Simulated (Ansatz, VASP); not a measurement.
# IrRu: VASP beside Ansatz

One calculation is typed for both programs; each brings its own data sets. How far apart do they land? Valence electrons are named where the data sets of a main pair hold unlike numbers.

Method: plane waves, with VASP 6.6.1 beside it; single point at PBEsol, single point at PBE and single point at RPBE, in Ansatz 0.2.0.

## (1) Starting point

The cell holds 6 atoms: 3 Ir and 3 Ru. Cell: a = 2.725 Å, b = 2.725 Å, c = 34.827 Å, α = 90.0°, β = 90.0°, γ = 120.0°. It derives from IrRu. The (0 0 1) slab of IrRu, cut from the database cell (so at first; earlier steps may have moved the atoms). Vacuum lies along c.

## (2) VASP: single point, PBEsol

With cell and atoms fixed, the geometry can't cause a difference; cores, projectors, grids and the points listed under the comparison can.

Lines of VASP's logs that name or quote its potential files are left out, and so is its time.

The input, INCAR:

```
SYSTEM = IrRu
PREC = Normal
ENCUT = 350
EDIFF = 1E-06
NELM = 120
ISMEAR = 0
SIGMA = 0.05
LREAL = .FALSE.
ALGO = Normal
GGA = PS
NBANDS = 31
LORBIT = 11
LWAVE = .FALSE.
LCHARG = .FALSE.
KPAR = 4
IDIPOL = 3
LDIPOL = .TRUE.
DIPOL = 0.5 0.5 0.5
LVHAR = .TRUE.
LVACPOTAV = .TRUE.
```

The input, POSCAR:

```
IrRu
1.0
    2.7249110840      0.0000000000      0.0000000000
   -1.3624555420      2.3598422218      0.0000000000
    0.0000000000      0.0000000000     34.8267441707
Ir Ru
3 3
Direct
    0.0000000000      0.0000000000      0.3445627860
    0.0000000000      0.0000000000      0.4689125572
    0.0000000000      0.0000000000      0.5932623284
    0.6666666700      0.3333333400      0.4067376716
    0.6666666700      0.3333333400      0.5310874428
    0.6666666700      0.3333333400      0.6554372140
```

The input, KPOINTS:

```
Automatic mesh
0
Gamma
12 12 1
0 0 0
```

Potentials, in the order of the species: Ir and Ru (PBE family, release 64).

Run with:

```console
$ mpirun -np 4 vasp_std
```

Numbers of over 12 decimals in the logs are rounded to 6 here.

Output:

```text
[banner, memory and clock lines left out]
running    4 mpi-ranks, on    1 nodes
 distrk:  each k-point on    1 cores,    4 groups
 distr:  one band on    1 cores,    1 groups

 POSCAR found type information on POSCAR IrRu
 POSCAR found :  2 types and       6 ions
|                                                                             |
|               ----> ADVICE to this user running VASP <----                  |
|                                                                             |
|     You enforced a specific xc type in the INCAR file but a different       |
|     [... a line on the potential file left out ...]
|     I HOPE YOU KNOW WHAT YOU ARE DOING!                                     |
|                                                                             |

 LDA part: xc-table for (Slater+PW92), standard interpolation
 POSCAR, INCAR and KPOINTS ok, starting setup
 FFT: planning ... GRIDC
 FFT: planning ... GRID_SOFT
 FFT: planning ... GRID
 WAVECAR not read
 entering main loop
       N       E                     dE             d eps       ncg     rms          rms(c)
DAV:   1     0.331928176740E+03    0.33193E+03   -0.17479E+04  1186   0.101E+03
DAV:   2    -0.304327345047E+02   -0.36236E+03   -0.34287E+03  1348   0.334E+02
DAV:   3    -0.597738449881E+02   -0.29341E+02   -0.26120E+02  1596   0.852E+01
DAV:   4    -0.622166811722E+02   -0.24428E+01   -0.22750E+01  1641   0.204E+01
DAV:   5    -0.624094166431E+02   -0.19274E+00   -0.18439E+00  1640   0.441E+00    0.323E+01
DAV:   6    -0.817523417199E+02   -0.19343E+02   -0.15092E+02  2046   0.774E+01    0.461E+01
DAV:   7    -0.744386564961E+02    0.73137E+01   -0.38722E+02  2233   0.943E+01    0.414E+01
DAV:   8    -0.652230939507E+02    0.92156E+01   -0.17272E+02  2068   0.733E+01    0.220E+01
DAV:   9    -0.984419151842E+02   -0.33219E+02   -0.40849E+02  2209   0.137E+02    0.597E+01
DAV:  10    -0.799985567624E+02    0.18443E+02   -0.10348E+02  1662   0.508E+01    0.368E+01
DAV:  11    -0.728677003874E+02    0.71309E+01   -0.17636E+02  2145   0.689E+01    0.281E+01
DAV:  12    -0.611969833996E+02    0.11671E+02   -0.21214E+02  2148   0.492E+01    0.210E+01
DAV:  13    -0.581816064327E+02    0.30154E+01   -0.29300E+01  1769   0.325E+01    0.105E+01
DAV:  14    -0.579909856486E+02    0.19062E+00   -0.58391E+00  1876   0.121E+01    0.910E+00
[...]
DAV:  34    -0.578215808581E+02   -0.20291E-05   -0.12097E-06   778   0.846E-03    0.147E-02
DAV:  35    -0.578215874591E+02   -0.66010E-05   -0.20395E-06  1029   0.857E-03    0.146E-02
DAV:  36    -0.578215943877E+02   -0.69286E-05   -0.33811E-06  1110   0.115E-02    0.146E-02
DAV:  37    -0.578215970485E+02   -0.26608E-05   -0.12710E-06   647   0.688E-03    0.750E-03
DAV:  38    -0.578215989374E+02   -0.18890E-05   -0.82164E-07   718   0.451E-03    0.400E-03
DAV:  39    -0.578216007881E+02   -0.18506E-05   -0.47025E-07   617   0.355E-03    0.190E-03
DAV:  40    -0.578216023057E+02   -0.15176E-05   -0.36151E-07   708   0.279E-03    0.148E-03
DAV:  41    -0.578216026551E+02   -0.34937E-06   -0.12465E-07   589   0.231E-03
|                                                                             |
|           W    W    AA    RRRRR   N    N  II  N    N   GGGG   !!!           |
|           W    W   A  A   R    R  NN   N  II  NN   N  G    G  !!!           |
|           W    W  A    A  R    R  N N  N  II  N N  N  G       !!!           |
|           W WW W  AAAAAA  RRRRR   N  N N  II  N  N N  G  GGG   !            |
|           WW  WW  A    A  R   R   N   NN  II  N   NN  G    G                |
|           W    W  A    A  R    R  N    N  II  N    N   GGGG   !!!           |
|                                                                             |
|     Did not find any points to average over, which means that no vacuum     |
|     field-free region was found. Please increase the size of  your cell     |
|     in the dimension of the dipole correction to obtain accurate            |
|     workfunction values.                                                    |
|                                                                             |

   1 F= -.57821603E+02 E0= -.57815862E+02  d E =-.114805E-01
```

OUTCAR, selected parts (step 2):

```text
ion  position               nearest neighbor table
   1  0.000  0.000  0.345-   4 2.68   4 2.68   4 2.68
   2  0.000  0.000  0.469-   4 2.68   5 2.68   4 2.68   5 2.68   4 2.68   5 2.68
   3  0.000  0.000  0.593-   5 2.68   6 2.68   5 2.68   6 2.68   5 2.68   6 2.68
   4  0.667  0.333  0.407-   1 2.68   2 2.68   1 2.68   2 2.68   1 2.68   2 2.68
   5  0.667  0.333  0.531-   2 2.68   3 2.68   2 2.68   3 2.68   2 2.68   3 2.68
   6  0.667  0.333  0.655-   3 2.68   3 2.68   3 2.68

  LATTYP: Found a hexagonal cell.
 ALAT       =     2.7249110840
 C/A-ratio  =    12.7808736128

 Subroutine GETGRP returns: Found  6 space group operations
 (whereof  6 operations were pure point group operations)

The static configuration has the point symmetry C_3v.

 Found     19 irreducible k-points:

   k-points           NKPTS =     19   k-points in BZ     NKDIM =     19   number of bands    NBANDS=     31

   dimension x,y,z NGX =    12 NGY =   12 NGZ =  160
   dimension x,y,z NGXF=    24 NGYF=   24 NGZF=  320

   ENCUT  =  350.0 eV  25.72 Ry    5.07 a.u.   4.16  4.16 53.13*2*pi/ulx,y,z

   NELECT =      51.0000    total number of electrons

 k-points in reciprocal lattice and weights: Automatic mesh
   0.00000000  0.00000000  0.00000000       0.007
   0.08333333  0.00000000  0.00000000       0.042
   0.16666667  0.00000000  0.00000000       0.042
   0.25000000  0.00000000  0.00000000       0.042
   0.33333333  0.00000000  0.00000000       0.042
   0.41666667  0.00000000  0.00000000       0.042
   0.50000000  0.00000000  0.00000000       0.021
   0.08333333  0.08333333  0.00000000       0.042
   0.16666667  0.08333333  0.00000000       0.083
[...]
0.33333333  0.25000000  0.00000000       0.083
   0.33333333  0.33333333  0.00000000       0.014

 dipolmoment           0.000000      0.000000     -0.007132 electrons x Angstroem

 average (electrostatic) potential at core
       1 -57.5029       2 -58.1275       3 -58.1093       4 -67.7831       5 -67.8017
       6 -67.3160

 E-fermi :   0.7977

 k-point     1 :       0.0000    0.0000    0.0000
  band No.  band energies     occupation
    ...
     25      -0.7151      2.00000
     26      -0.0560      2.00000
     27      -0.0560      2.00000
     28       0.6470      1.99998
     29       0.6471      1.99998
     30       0.9064      0.00211
     31       1.2638      0.00000

 k-point     2 :       0.0833    0.0000    0.0000
  band No.  band energies     occupation
    ...
     26      -0.2067      2.00000
     27      -0.1049      2.00000
     28       0.1820      2.00000
     29       0.4129      2.00000
     30       0.6011      2.00000
     31       0.8846      0.01400

 k-point     3 :       0.1667    0.0000    0.0000
  band No.  band energies     occupation
    ...
     26      -0.4781      2.00000
     27      -0.1915      2.00000
     28      -0.0489      2.00000
     29       0.3927      2.00000
     30       0.5395      2.00000
     31       1.2134      0.00000

  Total       -8.5756723     -8.5756723     -5.4359222     -0.0000000      0.0000000      0.0000000
  in kB      -61.3522625    -61.3522625    -38.8897936     -0.0000000      0.0000000      0.0000000
  external PRESSURE =     -53.8647728 kB  Pullay stress =       0.0000000 kB

  energy-cutoff  :      350.00
  volume of cell :      223.95
      direct lattice vectors                 reciprocal lattice vectors
     2.724911084  0.000000000  0.000000000     0.366984452  0.211878572  0.000000000
    -1.362455542  2.359842222  0.000000000     0.000000000  0.423757144  0.000000000
     0.000000000  0.000000000 34.826744171     0.000000000  0.000000000  0.028713566

 POSITION                                       TOTAL-FORCE (eV/Angst)
 -----------------------------------------------------------------------------------
      0.00000      0.00000     12.00000        -0.000000     -0.000000      0.906424
      0.00000      0.00000     16.33070        -0.000000      0.000000     -0.034628
      0.00000      0.00000     20.66140         0.000000      0.000000      0.488580
      1.36246      0.78661     14.16535        -0.000000     -0.000000     -0.613549
      1.36246      0.78661     18.49605         0.000000     -0.000000     -0.006275
      1.36246      0.78661     22.82674         0.000000     -0.000000     -0.740552
 -----------------------------------------------------------------------------------
    total drift:                                0.000000     -0.000004      0.000129

  FREE ENERGIE OF THE ION-ELECTRON SYSTEM (eV)
  ---------------------------------------------------
  free  energy   TOTEN  =       -57.8216026551 eV

  energy  without entropy=      -57.8101222034  energy(sigma->0) =      -57.81586243

 vacuum level on the upper side and lower side of the slab         6.149         6.351

 total charge
# of ion       s       p       d       tot
------------------------------------------
    1        0.679   0.571   6.879   8.130
    2        0.699   0.752   6.939   8.390
    3        0.694   0.744   6.932   8.370
    4        0.593   0.799   6.577   7.969
    5        0.602   0.809   6.592   8.003
    6        0.569   0.583   6.498   7.650
--------------------------------------------------
tot          3.836   4.258  40.418  48.512

[... 3 further parts left out ...]
```

## (3) Ansatz: single point, PBEsol

Ansatz runs on its default PAW (the set named soft_2) files.

The same cell, functional, mesh and smearing now go to Ansatz, which takes its cutoff from its data sets.

The input, input.yaml:

```yaml
crystal:
  lattice:
    - [2.724911084, 0.0, 0.0]
    - [-1.362455542, 2.3598422218, 0.0]
    - [0.0, 0.0, 34.8267441707]
  atoms:
    - { symbol: Ir, position: [0.0, 0.0, 0.344562786] }
    - { symbol: Ir, position: [0.0, 0.0, 0.4689125572] }
    - { symbol: Ir, position: [0.0, 0.0, 0.5932623284] }
    - { symbol: Ru, position: [0.66666667, 0.33333334, 0.4067376716] }
    - { symbol: Ru, position: [0.66666667, 0.33333334, 0.5310874428] }
    - { symbol: Ru, position: [0.66666667, 0.33333334, 0.655437214] }
hamiltonian:
  xc: pbesol
  pseudopotentials: { kind: paw }
kpoints:
  mp_grid: { grid: [12, 12, 1] }
scf:
  occupations: { method: gaussian, width: 0.05 }
  n_extra_bands: 5
efield:
  axis: 3
  dipole_correction: true
  ramp_width: 0.04
output:
  forces: true
  eigenvalues: true
```

Run with:

```console
$ ansatz run input.yaml --threads 4 --pin off --max-ram 9216MiB --backend cpu --events-out ev --progress --plain --runs-dir out
```

Output:

```text
scf.n_extra_bands = 5 over 50 filled bands (N_el = 99.0): the run solves 55 bands
Engine: ansatz 0.2.0, aarch64-unknown-linux-gnu
Pseudopotentials: kind: paw
Pseudopotential: Ir, paw, valence charge 17, recommended cutoff 420 eV (normal), Ir.paw.azcp
Pseudopotential: Ru, paw, valence charge 16, recommended cutoff 420 eV (normal), Ru.paw.azcp
Functional definition: PBEsol
  exchange = pbesol_x
  correlation = pbesol_c
Crystal: 6 atoms, lattice volume = 223.949 Å³
Basis set: ecut = 420 eV, 4419 PW (Γ), exchange–correlation on 40×40×480 points (8 copies of the dense FFT grid, shifted against one another)
Bands: 55, of which v1, the nominal top of the filled ones, is band 50 counted from 1 (49 counted from 0)
Symmetry: 6 space group operations
Space group: P3m1 (ITA 156), of the structure as read, at distance tolerance 6.1e-5 Å
k-points: 19 of 144 (time reversal used)
Non-local potential: Ir, projectors of the file, l = 0: 3, l = 1: 2, l = 2: 2, l = 3: 1
Non-local potential: Ru, projectors of the file, l = 0: 3, l = 1: 2, l = 2: 2, l = 3: 1
PAW form: soft (Blöchl's): semilocal exchange-correlation on the pseudo side does not see the compensation charge
PAW frozen core: Ir, regenerated for the run's functional, and the local potential with it (the file was generated under x = pbe(κ = 0.804, μ = 0.219515), c = pbe(β = 0.066725))
PAW frozen core: Ru, regenerated for the run's functional, and the local potential with it (the file was generated under x = pbe(κ = 0.804, μ = 0.219515), c = pbe(β = 0.066725))
PAW one-centre angular grid: Ir, 590 points (default); XC on 64 Gauss nodes
PAW one-centre angular grid: Ru, 590 points (default); XC on 64 Gauss nodes
Initial density: superposition of atomic densities (neutral atoms: chi_scale 0, normalization atom), corrected by the library's trained network
Initial wavefunctions: pseudopotential atomic-orbital guess
Functional: x = pbesol(κ = 0.804, μ = 0.123457), c = pbesol(β = 0.046)
SCF iter   1: F=—  HF=-52844.453786 eV  |F-HF|=—  |Δ(HF+E_count)|=         —  Δρ=1.19e-2  dr2=3.65e0  ethr=1.77e-3  p=0.018 e·Å  D=1.45e-2 V/Å  ΔV_dip=-0.50 eV  dr2_dipole=4.09e-1  V_vac-E_F(+/−)=4.87/5.37 eV  ⟨swp⟩=8.2  Hψ=4857  notcnv=0
efield: sawtooth ramp at fractional position 0.9800 (placed from the atoms, in the widest stretch of the axis that holds none; the zero of the levels goes with the place), width 0.0400; the density the first Hamiltonian is built on has a dipole p = 0.018 e·Å; the dipole correction subtracts the counter field D = 1.45e-2 V/Å, which shifts the + side's vacuum level by -0.50 eV against the − side's; the planar-averaged density in the ramp window peaks in size at 2.0e-6 e/Å³
preconditioner: auto → LDOS  [metal: Δε(μ)=0.047 eV  Ē_g=4.509 eV  σ=0.050 eV  W_gap=0.43  n_scr=26 (ndim 8)  ℏωp=17.7 eV  f_vac=0.586  D(μ)=8.81/eV (n_scr^D=34)  β→1.0]
SCF iter   2: F=—  HF=-52844.414963 eV  |F-HF|=—  |Δ(HF+E_count)|=   3.88e-2  Δρ=7.21e-3  dr2=7.08e-1  ethr=1.77e-3  p=0.011 e·Å  D=9.27e-3 V/Å  ΔV_dip=-0.32 eV  dr2_dipole=2.96e-1  V_vac-E_F(+/−)=5.17/5.49 eV  ⟨swp⟩=2.0  Hψ=1385  notcnv=0  defer=12
SCF iter   3: F=—  HF=-52844.393836 eV  |F-HF|=—  |Δ(HF+E_count)|=   2.11e-2  Δρ=3.08e-3  dr2=1.15e-1  ethr=7.15e-4  p=0.012 e·Å  D=9.46e-3 V/Å  ΔV_dip=-0.33 eV  dr2_dipole=1.12e-3  V_vac-E_F(+/−)=5.27/5.60 eV  ⟨swp⟩=2.3  Hψ=1393  notcnv=0  defer=12
SCF iter   4: F=—  HF=-52844.390360 eV  |F-HF|=—  |Δ(HF+E_count)|=   3.48e-3  Δρ=1.03e-3  dr2=1.84e-2  ethr=1.16e-4  p=0.008 e·Å  D=6.59e-3 V/Å  ΔV_dip=-0.23 eV  dr2_dipole=6.39e-3  V_vac-E_F(+/−)=5.31/5.54 eV  ⟨swp⟩=2.2  Hψ=1581  notcnv=0  defer=12
SCF iter   5: F=—  HF=-52844.389620 eV  |F-HF|=—  |Δ(HF+E_count)|=   7.40e-4  Δρ=4.17e-4  dr2=1.88e-3  ethr=1.85e-5  p=0.008 e·Å  D=6.50e-3 V/Å  ΔV_dip=-0.23 eV  dr2_dipole=5.63e-4  V_vac-E_F(+/−)=5.33/5.56 eV  ⟨swp⟩=2.0  Hψ=1466  notcnv=0  defer=10
SCF iter   6: F=—  HF=-52844.389661 eV  |F-HF|=—  |Δ(HF+E_count)|=   4.02e-5  Δρ=1.70e-4  dr2=1.73e-4  ethr=1.90e-6  p=0.007 e·Å  D=5.77e-3 V/Å  ΔV_dip=-0.20 eV  dr2_dipole=5.74e-6  V_vac-E_F(+/−)=5.35/5.55 eV  ⟨swp⟩=2.1  Hψ=1448  notcnv=0  defer=10
SCF iter   7: F=—  HF=-52844.389650 eV  |F-HF|=—  |Δ(HF+E_count)|=   1.10e-5  Δρ=7.19e-5  dr2=3.44e-5  ethr=1.74e-7  p=0.007 e·Å  D=5.74e-3 V/Å  ΔV_dip=-0.20 eV  dr2_dipole=4.88e-6  V_vac-E_F(+/−)=5.35/5.55 eV  ⟨swp⟩=2.7  Hψ=1652  notcnv=0  defer=10
SCF iter   8: F=—  HF=-52844.389833 eV  |F-HF|=—  |Δ(HF+E_count)|=   1.84e-4  Δρ=2.65e-5  dr2=5.47e-6  ethr=3.48e-8  p=0.007 e·Å  D=5.71e-3 V/Å  ΔV_dip=-0.20 eV  dr2_dipole=6.59e-8  V_vac-E_F(+/−)=5.35/5.55 eV  ⟨swp⟩=2.2  Hψ=1522  notcnv=0  defer=10
SCF iter   9: F=—  HF=-52844.389834 eV  |F-HF|=—  |Δ(HF+E_count)|=   5.21e-7  Δρ=1.21e-5  dr2=7.19e-7  ethr=5.52e-9  p=0.007 e·Å  D=5.69e-3 V/Å  ΔV_dip=-0.20 eV  dr2_dipole=1.84e-8  V_vac-E_F(+/−)=5.35/5.55 eV  ⟨swp⟩=2.3  Hψ=1532  notcnv=0  defer=10
SCF iter  10: F=—  HF=-52844.389834 eV  |F-HF|=—  |Δ(HF+E_count)|=   2.39e-7  Δρ=5.23e-6  dr2=2.49e-7  ethr=7.26e-10  p=0.007 e·Å  D=5.69e-3 V/Å  ΔV_dip=-0.20 eV  dr2_dipole=4.58e-9  V_vac-E_F(+/−)=5.35/5.55 eV  ⟨swp⟩=2.9  Hψ=1708  notcnv=0  defer=10
SCF iter  11: F=-52844.389834 eV  HF=-52844.389834 eV  |F-HF|=3.33e-8  |Δ(HF+E_count)|=   6.64e-8  Δρ=2.42e-6  dr2=4.06e-8  ethr=1.01e-10  p=0.007 e·Å  D=5.68e-3 V/Å  ΔV_dip=-0.20 eV  dr2_dipole=5.57e-9  V_vac-E_F(+/−)=5.35/5.55 eV  ⟨swp⟩=8.9  Hψ=4213  notcnv=0
SCF 1 converged in 11 iterations: F = -52844.389834 eV  dr2 = 4.06e-8
  greatest PAW one-centre occupation: 1.000 electrons in one spin orbital (limit 2), on the Ir atom at site 1 (counted from 0), in its partial waves of l = 0
SCF converged after 11 iterations
Free energy (F): -52844.389834 eV
Harris-Foulkes:  -52844.389834 eV  (|F-HF|=3.33e-8)
Internal energy: -52844.378397 eV  (E = F + TS)
E sigma→0 (E₀):  -52844.384116 eV
Entropy (-TS):   -0.011437 eV (-1.906 meV/atom)
Fermi energy:    5.720355 eV
Dipole field:    D = 0.005589 V/Å  (p = 0.006917 e·Å, saw-weighted, corrected)
Work function:   Φ+ = 5.3550 eV   Φ− = 5.5497 eV
Levels:          The Fermi level and band energies are counted from a zero that moves with the ramp; work functions are not
--- Per-component energies (eV) ---
  E_band       = -2272.731127
  E_kinetic    = 3401.612372
  E_local      = -325030.986553  (includes V_loc(G=0)·N_el)
  E_nonlocal   = 1263.741183
  E_hartree    = 160535.868874
  E_xc         = -1362.622254
  E_vxc        = -1608.068703  (∫ρ·V_xc dr)
  E_paw        = -37464.396853  (= ΣΔE_a)
  E_vpaw       = -1370.745294  (= ΣTr[D̂ρ^β])
  E_aug_tail   = -0.000406  (compensation charges beyond the density's cutoff)
  E_efield     = 0.000019  (sawtooth field / dipole correction)
  E_vefield    = 0.018193  (∫n·V_field dr)
  E_ewald      = 145810.849479
  E_core_change = 1.555742  (= ΣΔE_core)
  E_smearing   = -0.011437  (= −TS)
  E_closure    = -0.000000  (closes the sum)
  Σ components = -52844.389834   (vs F -52844.389834, Δ=0.00e0)
--- Forces (eV/Å), atoms counted from 1 ---
  atom   1  Ir     0.00000000     0.00000000     0.87207911
  atom   2  Ir     0.00000000    -0.00000000    -0.03577608
  atom   3  Ir     0.00000000    -0.00000000     0.49539055
  atom   4  Ru     0.00000000     0.00000000    -0.60713712
  atom   5  Ru     0.00000000     0.00000000    -0.00584648
  atom   6  Ru     0.00000000     0.00000000    -0.71865212
  max |Σ_I F_I| component: 5.78e-5 eV/Å
--- Band table (eV; the first three rows and the last of 19) ---
  k-point 0: bands = [... 46 lower, 4.1600, 4.1600, 4.2024, 4.8645, 4.8645, 5.5711, 5.5711, 5.8131, ... 1 higher]
  k-point 1: bands = [... 46 lower, 3.9178, 4.1044, 4.1554, 4.7115, 4.8146, 5.0984, 5.3285, 5.5246, ... 1 higher]
  k-point 2: bands = [... 46 lower, 3.8559, 3.9334, 4.2538, 4.4378, 4.7261, 4.8680, 5.3127, 5.4617, ... 1 higher]
  k-point 18: bands = [... 46 lower, 5.3336, 5.9239, 6.0829, 6.2390, 6.2543, 6.3772, 6.3786, 6.5626, ... 1 higher]
```

Run time: 7.7 s. Hardware: 4 threads of Arm Neoverse V1, shared host; peak memory 0.66 GiB; 29 s of CPU time.

Reading the cycles: dr2 is the Hartree energy of the density residual (eV), the measure of convergence; HF is the Harris–Foulkes estimate of the energy, which meets the free energy F at convergence.

## (4) Differences

Known differences besides the potentials themselves: the data sets hold 99 valence electrons in Ansatz (on its default PAW (the set named soft_2) files) and 51 in VASP; the cutoff is 420 eV in Ansatz and 350 eV in VASP (PREC = Normal); Ansatz makes its cores anew for this functional, VASP keeps those of its PBE data sets; VASP leaves aspherical gradient terms in its spheres out (LASPH is not set), Ansatz keeps them. Total energies have different zeros and are not compared.

Both answers:

| quantity | Ansatz | VASP | difference |
| --- | --- | --- | --- |
| work function, lower of the two faces (eV) | 5.36 | 5.35 | 0.00 |
| work function, higher of the two faces (eV) | 5.55 | 5.55 | 0.00 |

Forces (eV/Å; atoms numbered as in POSCAR):

| atom | Ansatz x, y, z | VASP x, y, z |
| --- | --- | --- |
| Ir1 | 0.000, 0.000, 0.872 | 0.000, 0.000, 0.906 |
| Ir2 | 0.000, 0.000, -0.036 | 0.000, 0.000, -0.035 |
| Ir3 | 0.000, 0.000, 0.495 | 0.000, 0.000, 0.489 |
| Ru4 | 0.000, 0.000, -0.607 | 0.000, 0.000, -0.614 |
| Ru5 | 0.000, 0.000, -0.006 | 0.000, 0.000, -0.006 |
| Ru6 | 0.000, 0.000, -0.719 | 0.000, 0.000, -0.741 |

The forces differ by 9.8 meV/Å r.m.s., which is 3.0 % of the r.m.s. force of 0.332 eV/Å (both taken over all components). VASP's log warns that it found no field-free region in the vacuum, so its work functions are uncertain. With vacuum in the cell, a pressure given here is an average over mostly empty space and none of the material.

[end of part 1 of 2]

[Lines on the potential files, build, host, timing and source positions are cut from VASP's logs without a mark.]

[Logs are printed without paths, hosts, clocks, repeated set-up lines and the standing remarks that a program may print on its own settings, such as how far it seeks lower states.]

[Hosts, paths, dates, database ids (printed as entryN), source tags and the programs' standing remarks are cut or masked in the printed files.]
